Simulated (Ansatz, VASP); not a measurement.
**Two plane-wave programs on Si**

INCAR

```
ALGO     = Normal         # electronic algorithm
EDIFF    = 1E-6           # SCF threshold, eV
EDIFFG   = -0.01          # ionic threshold
ENCUT    = 600            # plane-wave cutoff, eV
GGA      = PE             # functional
IBRION   = 2              # ionic algorithm
ISIF     = 3              # what is computed and relaxed
ISMEAR   = 0              # smearing method
LASPH    = True           # aspherical terms in the spheres
LCHARG   = False          # write CHGCAR
LREAL    = False          # projectors in reciprocal space
LWAVE    = False          # write WAVECAR
NELM     = 100            # most SCF steps
NSW      = 100            # ionic steps
PREC     = Accurate       # precision mode
SIGMA    = 0.1            # smearing width, eV
```

KPOINTS

```
k-points
0
Gamma
  10 10 6
```

The input POSCAR:

```
Si
1.0
    2.4972345292     -3.9228548296      0.0000000000
    2.4972345292      3.9228548296      0.0000000000
    0.0000000000      0.0000000000      6.2284022574
Si
6
Direct
    0.5000000000      0.5000000000      0.1871316985
    0.5000000000      0.5000000000      0.8128683015
    0.0000000000      0.5000000000      0.6907181089
    0.5000000000      0.0000000000      0.3092818911
    0.5000000000      0.0000000000      0.6907181089
    0.0000000000      0.5000000000      0.3092818911
```

Input for Ansatz:

```yaml
crystal:
  lattice:
    - [2.4972345292, -3.9228548296, 0.0]
    - [2.4972345292, 3.9228548296, 0.0]
    - [0.0, 0.0, 6.2284022574]
  atoms:
    - { symbol: Si, position: [0.5, 0.5, 0.1871316985] }
    - { symbol: Si, position: [0.5, 0.5, 0.8128683015] }
    - { symbol: Si, position: [0.0, 0.5, 0.6907181089] }
    - { symbol: Si, position: [0.5, 0.0, 0.3092818911] }
    - { symbol: Si, position: [0.5, 0.0, 0.6907181089] }
    - { symbol: Si, position: [0.0, 0.5, 0.3092818911] }
basis:
  ecutwfc: 420
kpoints:
  mp_grid: { grid: [10, 10, 6] }
hamiltonian:
  xc: pbe
scf:
  occupations: { method: gaussian, width: 0.1 }
output:
  forces: true
  stress: true
  eigenvalues: true
  write_density: true
  write_potential: true
  elf: true
  volumetric_format: npy
relax:
  adjacent_minimum: "off"
  f_tol: 0.01
  max_steps: 80
  cell: { stress_tol: 0.05 }
```

Alike in both runs: task relaxation of cell and atoms; functional PBE; k mesh 10 × 10 × 6; occupations gaussian, width 0.1 eV; no spin polarisation.

|  | VASP | Ansatz |
| --- | --- | --- |
| version | VASP 6.6.1 | Ansatz 0.2.0 |
| potentials or method | VASP PAW PBE potentials, release 64 (Si) | scalar-relativistic, plane waves, PAW |
| plane-wave cutoff (eV) | 600 | 420 |
| valence electrons in the cell | 24 | 24 |

|  | VASP | Ansatz | Ansatz less VASP |
| --- | --- | --- | --- |
| gap on the k mesh at the Fermi level, each at its own relaxed structure (eV) | none | none | - |
| relaxed volume (Å³/atom) | 20.38 | 20.37 | -0.015 |
| relaxed cell length with the largest relative difference (Å) | 6.162 | 6.145 | -0.0168 |
| energy change over the relaxation (meV/atom) | -4 | -4 | 0.0 |

A gap of «none» marks a metal or a gap that the smearing closes.
